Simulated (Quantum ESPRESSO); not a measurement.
HfN, 2 atoms in the cell. The structure is cubic, space group Fm-3m (No. 225). The conventional cell has a = 4.512 Å, b = 4.512 Å, c = 4.512 Å, α = 90.00°, β = 90.00°, γ = 90.00°. Hf (site symmetry m-3m) is surrounded by 6 N at 2.26 Å. Around N (site symmetry m-3m) lie 6 Hf at 2.26 Å. 

- Program: Quantum ESPRESSO 7.5
- Task: single point
- Functional: PBE
- Potentials or basis: SSSP 1.3 efficiency PBE
- Cutoff: 816 eV
- Density cutoff: 6531 eV
- k mesh: 10 × 10 × 10
- Occupations: fermi-dirac, width 0.05 eV
- Spin: no spin polarisation
- Hubbard projectors: atomic
- Mixing beta: 0.5
- Most SCF iterations: 120
- SCF threshold: 4e-10 Ry

Potentials or basis: SSSP 1.3 efficiency PBE.

The run is started by

```console
$ OMP_NUM_THREADS=1 pw.x -in pw.in > pw.out
```

Hardware: 1 thread of Arm Neoverse V1, on a shared host.

Question: How long does it take, and how much memory?

Answer: Run time: 17 s on 1 thread of Arm Neoverse V1, with other jobs on the host, peak memory 0.09 GiB. Counts: scf iterations 11, k pools 1, bands 15, k points 47, g dense 27389.
